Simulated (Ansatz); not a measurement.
# HfO2 (P2_1/c): the equilibrium volume, part 1 of 2

At what volume is HfO2 (P2_1/c) free of pressure?

Program: Ansatz 0.2.0. Level of theory: DFT PBE, scalar-relativistic, plane waves, PAW. These are calculated values, not measurements.

2 further runs of the same task are left out: 2 set aside as unsound or not needed.

## 1. Starting point

It takes space group P2_1/c (No. 14, monoclinic). Conventional cell: a = 5.094 Å, b = 5.151 Å, c = 5.276 Å, α = 90.00°, β = 99.56°, γ = 90.00°. Around Hf (site symmetry 1) lie 7 O at 2.03 to 2.24 Å. O (site symmetry 1) is surrounded by 4 Hf at 2.13 to 2.24 Å. O (site symmetry 1) is surrounded by 3 Hf at 2.03 to 2.13 Å.

Structure file:

```xyz
12
Lattice="5.0942 0.0000 0.0000 0.0000 5.1506 0.0000 -0.8762 0.0000 5.2030" Properties=species:S:1:pos:R:3 pbc="T T T"
Hf    0.7864    2.3593    3.6832
Hf    2.9935    4.9347    4.1212
Hf    3.4316    2.7913    1.5197
Hf    1.2245    0.2160    1.0817
O     1.4248    3.8245    5.0915
O     2.3551    1.2492    2.7129
O     2.7932    1.3262    0.1115
O     1.8629    3.9015    2.4900
O     0.0449    1.7036    1.8015
O     4.6112    4.2789    0.7999
O     4.1731    3.4470    3.4014
O    -0.3932    0.8717    4.4030
```

## 2. The first run (PBE, 4×4×4 mesh)

input.yaml

```yaml
crystal:
  lattice:
    - [5.0941750112, 0.0, 0.0]
    - [0.0, 5.1506447, 0.0]
    - [-0.8761689838, 0.0, 5.2029534954]
  atoms:
    - { symbol: Hf, position: [0.27613578, 0.45806468, 0.70790733] }
    - { symbol: Hf, position: [0.72386422, 0.95806468, 0.79209267] }
    - { symbol: Hf, position: [0.72386422, 0.54193532, 0.29209267] }
    - { symbol: Hf, position: [0.27613578, 0.04193532, 0.20790733] }
    - { symbol: O, position: [0.44799782, 0.74252595, 0.97857799] }
    - { symbol: O, position: [0.55200218, 0.24252595, 0.52142201] }
    - { symbol: O, position: [0.55200218, 0.25747405, 0.02142201] }
    - { symbol: O, position: [0.44799782, 0.75747405, 0.47857799] }
    - { symbol: O, position: [0.06836078, 0.33075888, 0.34625278] }
    - { symbol: O, position: [0.93163922, 0.83075888, 0.15374722] }
    - { symbol: O, position: [0.93163922, 0.66924112, 0.65374722] }
    - { symbol: O, position: [0.06836078, 0.16924112, 0.84625278] }
basis:
  ecutwfc: 420
kpoints:
  mp_grid: { grid: [4, 4, 4] }
hamiltonian:
  xc: pbe
scf:
  occupations: { method: gaussian, width: 0.1 }
output:
  forces: true
  stress: true
  eigenvalues: true
```

Started as:

```bash
$ ansatz run input.yaml --threads 8 --pin off --max-ram 16384MiB --backend cpu --events-out ev --progress --plain --runs-dir out
```

Standard output, cut to the lines that bear on the results:

```text
Warning: RAYON_NUM_THREADS=8 ignored (pool sized by the plan → 8); use --threads N
[...]
Pseudopotentials: kind: paw
Pseudopotential: Hf, paw, valence charge 26, recommended cutoff 420 eV (normal), Hf.paw.azcp
Pseudopotential: O, paw, valence charge 6, recommended cutoff 420 eV (normal), O.paw.azcp
Functional definition: PBE
[...]
Crystal: 12 atoms, lattice volume = 136.517 Å³
Basis set: ecut = 420 eV, 2677 PW (Γ), exchange–correlation on 72×72×72 points (8 copies of the dense FFT grid, shifted against one another)
Bands: 92, of which v1, the nominal top of the filled ones, is band 76 counted from 1 (75 counted from 0)
Symmetry: 4 space group operations
Space group: P21/c (ITA 14), of the structure as read, at distance tolerance 5.1e-5 Å
k-points: 30 of 64
[...]
SCF iter   1: F=—  HF=-67446.569658 eV  |F-HF|=—  |Δ(HF+E_count)|=         —  Δρ=3.03e-3  dr2=5.09e-3  ethr=1.77e-3  ⟨swp⟩=5.1  Hψ=8725  notcnv=0  defer=18
[...]
SCF iter   7: F=-67446.571675 eV  HF=-67446.571675 eV  |F-HF|=7.63e-8  |Δ(HF+E_count)|=   1.33e-7  Δρ=6.48e-6  dr2=6.15e-8  ethr=6.58e-11  ⟨swp⟩=8.7  Hψ=11265  notcnv=0
[...]
SCF converged after 7 iterations
Free energy (F): -67446.571675 eV
[...]
E sigma→0 (E₀):  -67446.571675 eV
Fermi energy:    16.468512 eV
[...]
--- Forces (eV/Å), atoms counted from 1 ---
  atom   1  Hf     0.16333656     0.02389082     0.10955700
  atom   2  Hf    -0.16333656     0.02389082    -0.10955700
  atom   3  Hf    -0.16333656    -0.02389082    -0.10955700
  atom   4  Hf     0.16333656    -0.02389082     0.10955700
  atom   5  O     -0.10217550     0.00746108     0.02364638
  atom   6  O      0.10217550     0.00746108    -0.02364638
  atom   7  O      0.10217550    -0.00746108    -0.02364638
  atom   8  O     -0.10217550    -0.00746108     0.02364638
[...]
--- Stress (GPa, compression-positive) ---
        9.408873       0.000000       0.374565
        0.000000       9.541129       0.000000
        0.374564       0.000000       9.119534
  P = ⅓ Tr σ = 9.3565 GPa (93.565 kbar)
--- Band table (eV; the first three rows and the last of 30) ---
[...]
```

Run time: 1.7 s. Hardware: 8 threads of Intel Xeon 6975P-C (Granite Rapids), shared host; peak memory 0.97 GiB.

Result: volume 11.376 Å³/atom, pressure 9.36 GPa, mesh gap 4.13 eV.

## 3. Full relaxation (PBE, 4×4×4 mesh)

Edit input.yaml of step 2 so:

```diff
@@ -30 +30,6 @@
   eigenvalues: true
+relax:
+  adjacent_minimum: "off"
+  f_tol: 0.05
+  max_steps: 80
+  cell: { stress_tol: 0.5 }
```

Started as:

```bash
$ ansatz run input.yaml --threads 8 --pin off --max-ram 16384MiB --backend cpu --events-out ev --progress --plain --runs-dir out
```

Standard output:

```text
Warning: RAYON_NUM_THREADS=8 ignored (pool sized by the plan → 8); use --threads N
Engine: ansatz 0.2.0, x86_64-unknown-linux-gnu
[... 4 set-up lines as earlier in the session ...]
  parameter kappa = 0.804
  parameter beta = 0.06672455060314922
  exchange = pbe_x(kappa = kappa, mu = beta*pi^2/3)
  correlation = pbe_c(beta = beta)
Crystal: 12 atoms, lattice volume = 136.517 Å³
Basis set: ecut = 420 eV, 2677 PW (Γ), exchange–correlation on 72×72×72 points (8 copies of the dense FFT grid, shifted against one another)
Bands: 92, of which v1, the nominal top of the filled ones, is band 76 counted from 1 (75 counted from 0)
[... 2 set-up lines as earlier in the session ...]
k-points: 30 of 64
Non-local potential: Hf, projectors of the file, l = 0: 3, l = 1: 2, l = 2: 2, l = 3: 3
Non-local potential: O, projectors of the file, l = 0: 2, l = 1: 2, l = 2: 1
PAW form: soft (Blöchl's): semilocal exchange-correlation on the pseudo side does not see the compensation charge
PAW one-centre angular grid: Hf, 590 points (default); XC on 64 Gauss nodes
PAW one-centre angular grid: O, 110 points (default); XC on 64 Gauss nodes
Initial density: superposition of atomic densities (neutral atoms: chi_scale 0, normalization atom), corrected by the library's trained network
Initial wavefunctions: pseudopotential atomic-orbital guess
Functional: x = pbe(κ = 0.804, μ = 0.2195149727645171), c = pbe(β = 0.06672455060314922)
SCF iter   1: F=—  HF=-67446.569658 eV  |F-HF|=—  |Δ(HF+E_count)|=         —  Δρ=3.03e-3  dr2=5.09e-3  ethr=1.77e-3  ⟨swp⟩=5.1  Hψ=8725  notcnv=0  defer=18
preconditioner: auto → Resta (q_TF=auto, 2.778 Å⁻¹)  ε∞=5.4  [insulator: Δε(μ)=4.139 eV  Ē_g=18.273 eV  σ=0.100 eV  W_gap=1.00  n_scr=48 (ndim 8)  ℏωp=38.1 eV  f_vac=0.075  D(μ)=0.00/eV (n_scr^D=0)  ε∞_Penn≈5.4]
SCF iter   2: F=—  HF=-67446.570850 eV  |F-HF|=—  |Δ(HF+E_count)|=   1.19e-3  Δρ=1.54e-3  dr2=1.09e-3  ethr=3.35e-6  ⟨swp⟩=2.0  Hψ=5101  notcnv=0  defer=18
SCF iter   3: F=—  HF=-67446.571603 eV  |F-HF|=—  |Δ(HF+E_count)|=   7.53e-4  Δρ=5.52e-4  dr2=2.52e-4  ethr=7.18e-7  ⟨swp⟩=2.0  Hψ=4153  notcnv=0  defer=18
SCF iter   4: F=—  HF=-67446.571726 eV  |F-HF|=—  |Δ(HF+E_count)|=   1.23e-4  Δρ=1.09e-4  dr2=1.51e-5  ethr=1.66e-7  ⟨swp⟩=2.0  Hψ=4244  notcnv=0  defer=18
SCF iter   5: F=—  HF=-67446.571674 eV  |F-HF|=—  |Δ(HF+E_count)|=   5.22e-5  Δρ=5.26e-5  dr2=3.80e-6  ethr=9.94e-9  ⟨swp⟩=2.0  Hψ=4285  notcnv=0  defer=18
SCF iter   6: F=—  HF=-67446.571675 eV  |F-HF|=—  |Δ(HF+E_count)|=   4.75e-7  Δρ=2.15e-5  dr2=5.15e-7  ethr=2.50e-9  ⟨swp⟩=2.0  Hψ=4244  notcnv=0  defer=18
SCF iter   7: F=-67446.571675 eV  HF=-67446.571675 eV  |F-HF|=7.63e-8  |Δ(HF+E_count)|=   1.33e-7  Δρ=6.50e-6  dr2=6.17e-8  ethr=6.58e-11  ⟨swp⟩=9.6  Hψ=11748  notcnv=0
SCF 1 converged in 7 iterations: F = -67446.571675 eV  dr2 = 6.17e-8
relax step   1: F+E_penalty+E_count = -67446.57167487 eV  Δ(F+E_penalty+E_count) = +0.000e0 eV  max|allowed force component| = 1.633e-1 eV/Å  Δτ_max = 0.0000 Å  P = +9.357 GPa  Ω = 136.517 Å³  (7 SCF iters, dr2 threshold 1.00e-7 eV, accepted)
[... from here on, the SCF cycles and remarks between the steps are left out ...]
relax step   2: F+E_penalty+E_count = -67446.67746776 eV  Δ(F+E_penalty+E_count) = -1.058e-1 eV  max|allowed force component| = 3.527e-2 eV/Å  Δτ_max = 0.0062 Å  P = -1.723 GPa  Ω = 142.636 Å³  energy of the carried Pulay correction = -2.977e-2 eV  (9 SCF iters, dr2 threshold 1.20e-6 eV, accepted)
relax step   3: F+E_penalty+E_count = -67446.68774461 eV  Δ(F+E_penalty+E_count) = -1.028e-2 eV  max|allowed force component| = 3.961e-2 eV/Å  Δτ_max = 0.0045 Å  P = -0.153 GPa  Ω = 141.626 Å³  energy of the carried Pulay correction = -2.494e-2 eV  (6 SCF iters, dr2 threshold 1.20e-6 eV, accepted)
relax step   4: F+E_penalty+E_count = -67446.71817867 eV  Δ(F+E_penalty+E_count) = -3.043e-2 eV  max|allowed force component| = 4.007e-2 eV/Å  Δτ_max = 0.0000 Å  P = +0.209 GPa  Ω = 141.626 Å³  stress off target by 6.73e-1 GPa  SCF on the basis re-selected at this cell (its energy is not comparable with the rows above)  (6 SCF iters)
relax step   5: F+E_penalty+E_count = -67446.71737794 eV  Δ(F+E_penalty+E_count) = +8.007e-4 eV  max|allowed force component| = 6.024e-2 eV/Å  Δτ_max = 0.0124 Å  P = +0.298 GPa  Ω = 141.762 Å³  energy of the carried Pulay correction = -6.451e-4 eV  (5 SCF iters, dr2 threshold 1.13e-6 eV, rejected (line search))
relax step   6: F+E_penalty+E_count = -67446.71881476 eV  Δ(F+E_penalty+E_count) = -6.361e-4 eV  max|allowed force component| = 1.530e-2 eV/Å  Δτ_max = 0.0029 Å  P = +0.118 GPa  Ω = 141.732 Å³  energy of the carried Pulay correction = -5.082e-4 eV  (8 SCF iters, accepted)
relax step   7: F+E_penalty+E_count = -67446.71952846 eV  Δ(F+E_penalty+E_count) = -7.137e-4 eV  max|allowed force component| = 1.524e-2 eV/Å  Δτ_max = 0.0000 Å  P = +0.121 GPa  Ω = 141.732 Å³  stress off target by 2.63e-1 GPa  SCF on the basis re-selected at this cell (its energy is not comparable with the rows above)  (3 SCF iters)
basis re-selected at this cell: Δ(F+E_penalty+E_count) = -7.137e-4 eV, ΔP = +0.003 GPa vs the last step (what re-selecting the basis moved, of the pressure what is left beyond the Pulay correction that the steps carried, after the strain that the cell walked since its last selection, with what the two solves' SCF thresholds leave and, on support functions, any second-order correction that the steps lacked; it is no measure of the basis error at this ecutwfc). This SCF's stress stands 2.63e-1 GPa from its target on what of the cell is left free (relax.cell.stress_tol is 5.00e-1 GPa) and its largest allowed force component is 1.52e-2 eV/Å (relax.f_tol is 5.00e-2 eV/Å): within both
SCF converged after 3 iterations
Free energy (F): -67446.719528 eV
Harris-Foulkes:  -67446.719528 eV  (|F-HF|=2.33e-7)
Internal energy: -67446.719528 eV  (E = F + TS)
E sigma→0 (E₀):  -67446.719528 eV
Fermi energy:    15.735173 eV
--- Per-component energies (eV) ---
  E_band       = -62.045785
  E_kinetic    = 3083.743838
  E_local      = -24869.645040  (includes V_loc(G=0)·N_el)
  E_nonlocal   = -4588.382962
  E_hartree    = 11357.071049
  E_xc         = -1789.910796
  E_vxc        = -1817.499143  (∫ρ·V_xc dr)
  E_paw        = -28972.863804  (= ΣΔE_a)
  E_vpaw       = 5415.571159  (= ΣTr[D̂ρ^β])
  E_aug_tail   = 0.019856  (compensation charges beyond the density's cutoff)
  E_ewald      = -21666.751670
  E_smearing   = -0.000000  (= −TS)
  E_closure    = 0.000000  (closes the sum)
  Σ components = -67446.719528   (vs F -67446.719528, Δ=0.00e0)
--- Forces (eV/Å), atoms counted from 1 ---
  atom   1  Hf     0.00293762    -0.01524318     0.00104797
  atom   2  Hf    -0.00293762    -0.01524318    -0.00104797
  atom   3  Hf    -0.00293762     0.01524318    -0.00104797
  atom   4  Hf     0.00293762     0.01524318     0.00104797
  atom   5  O      0.01222161     0.00953772    -0.00674365
  atom   6  O     -0.01222161     0.00953772     0.00674365
  atom   7  O     -0.01222161    -0.00953772     0.00674365
  atom   8  O      0.01222161    -0.00953772    -0.00674365
  atom   9  O      0.00829138    -0.00237431     0.00699551
  atom  10  O     -0.00829138    -0.00237431    -0.00699551
  atom  11  O     -0.00829138     0.00237431    -0.00699551
  atom  12  O      0.00829138     0.00237431     0.00699551
  max |Σ_I F_I| component: 3.47e-18 eV/Å
--- Stress (GPa, compression-positive) ---
        0.124136       0.000000      -0.064734
        0.000000       0.005637       0.000000
       -0.064734       0.000000       0.232770
  P = ⅓ Tr σ = 0.1208 GPa (1.208 kbar)
--- Band table (eV; the first three rows and the last of 30) ---
  k-point 0: bands = ["-46.7448", "-46.7271", "-46.7245", "-46.7238", "-15.7867", "-15.7602", "-15.7336", "-15.5673", "-15.5029", "-15.4678", "-15.4456", "-15.4104", "-15.3825", "-15.3821", "-15.3308", "-15.2806", "-4.2724", "-2.9827", "-2.8581", "-2.8120", "-2.3800", "-2.3716", "-2.2679", "-2.1787", "3.3635", "3.3725", "3.3753", "3.3755", "3.3827", "3.3835", "3.3890", "3.3926", "3.3936", "3.3945", "3.3970", "3.3988", "3.4006", "3.4008", "3.4035", "3.4076", "3.4133", "3.4140", "3.4149", "3.4180", "3.4214", "3.4271", "3.4311", "3.4389", "3.4469", "3.4590", "3.4704", "3.5043", "8.3427", "8.4446", "8.9578", "9.1709", "9.2629", "9.5981", "10.3593", "10.6574", "10.8219", "10.9911", "11.0285", "11.1685", "11.6895", "11.8517", "11.8631", "11.9191", "12.1034", "12.5987", "12.6100", "12.7134", "13.1763", "13.2067", "13.5100", "13.7202", "18.2248", "18.7211", "18.8276", "19.1693", "19.3374", "19.4847", "19.6896", "19.9088", "20.1182", "20.2736", "20.7512", "20.9251", "21.1622", "21.5500", "21.8572", "22.3401"]
[... 3 lines left out ...]
--- Relaxed structure (5 steps of the walk, 4 accepted, 2 SCFs on fresh bases) ---
  F+E_penalty+E_count = -67446.71952846 eV   max|allowed force component| = 1.524e-2 eV/Å   (the final SCF, on the basis selected at the relaxed cell)
  cell:  # Å, volume = 141.7319 Å³
    - [5.157252978672798, 0.0, -0.0019459328056098616]
    - [0.0, 5.216469700198219, 0.0]
    - [-0.8890055189425506, 0.0, 5.2686610180982285]
  atoms:
    - { symbol: Hf, position: [0.2758459630884418, 0.4574447845983967, 0.7081817908918714] }
    - { symbol: Hf, position: [0.7241540369115582, 0.9574447845983967, 0.7918182091081284] }
    - { symbol: Hf, position: [0.7241540369115582, 0.5425552154016032, 0.29181820910812833] }
    - { symbol: Hf, position: [0.2758459630884417, 0.042555215401603265, 0.20818179089187153] }
    - { symbol: O, position: [0.44870055481825255, 0.7424275773796277, 0.977572916880848] }
    - { symbol: O, position: [0.5512994451817476, 0.24242757737962772, 0.5224270831191516] }
    - { symbol: O, position: [0.5512994451817476, 0.2575724226203722, 0.022427083119151776] }
    - { symbol: O, position: [0.4487005548182526, 0.7575724226203722, 0.47757291688084813] }
    - { symbol: O, position: [0.06805838103821739, 0.33057841273820243, 0.34661235259102974] }
    - { symbol: O, position: [0.9319416189617826, 0.8305784127382023, 0.15338764740897015] }
    - { symbol: O, position: [0.9319416189617828, 0.6694215872617976, 0.6533876474089699] }
    - { symbol: O, position: [0.06805838103821736, 0.16942158726179757, 0.8466123525910296] }
```

It took 13 s on 8 threads of Intel Xeon 6975P-C (Granite Rapids), shared host; peak memory 1.1 GiB.

Relaxation path:

```csv
step,energy from step 1 (meV/atom),largest force component (eV/Å),pressure (GPa),volume (Å³/atom)
1,0.0,0.163,9.36,11.376
2,-8.8,0.035,-1.72,11.886
3,-9.7,0.040,-0.15,11.802
4,-12.2,0.040,0.21,11.802
5,-12.1,0.060,0.30,11.813
6,-12.3,0.015,0.12,11.811
7,-12.3,0.015,0.12,11.811
```

Step 1 is the start. Step 5 was tried and not accepted. Step 4 repeats a cell on a basis chosen anew, so the energy can jump there without a move. Step 7 repeats the geometry before it on a plane-wave basis chosen anew for the final cell, which shifts the energy by -0.1 meV/atom. The run keeps the 4 symmetry operations that it found, so it can't reach a distortion that breaks them.

Result: volume 11.811 Å³/atom, pressure 0.12 GPa, gap on the mesh 4.03 eV.

(Continued in part 2 of 2.)
